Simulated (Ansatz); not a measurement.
Crystal: Ir.

```xyz
2
Lattice="2.7514 0.0000 0.0000 -1.3757 2.3828 0.0000 0.0000 0.0000 4.4623" Properties=species:S:1:pos:R:3 pbc="T T T"
Ir    0.0000    1.5885    1.1156
Ir    1.3757    0.7943    3.3467
```

This isn't the form of Ir at room conditions, which is fcc.

Base run:

| Property | Result |
| --- | --- |
| Program | Ansatz 0.2.0 |
| Functional | r2SCAN |
| Potentials or basis | Ansatz PAW |
| Cutoff | 500 eV (not typed: the program's choice for these potentials) |
| k mesh | 11 × 11 × 6 |
| Occupations | fermi-dirac, width 0.05 eV |
| Spin | no spin polarisation |

Its results: band gap on the k mesh none (metal or under the smearing width); pressure -8.7 GPa.

Task: After a change of settings the same cell gave: band gap on the k mesh none (metal or under the smearing width); pressure -7.3 GPa. Which change was it?
A. k mesh from 11 × 11 × 6 to 8 × 8 × 5; spin from no spin polarisation to spin-orbit coupling, no magnetisation; potential files from those of the base run to others of the same set
B. functional from r2SCAN to BLYP; cutoff from 500 eV (not typed: the program's choice for these potentials) to 420 eV (not typed: the program's choice for these potentials)
C. functional from r2SCAN to LDA; cutoff from 500 eV (not typed: the program's choice for these potentials) to 420 eV (not typed: the program's choice for these potentials)

Result: A.

Caveats: the PAW data sets come from PBE, with cores solved anew for the run's functional, which leaves a small shift of forces and pressure; spin-orbit coupling is left out, which moves the levels of the heavy elements (some runs).

Runs at the PBE level aren't shown here.
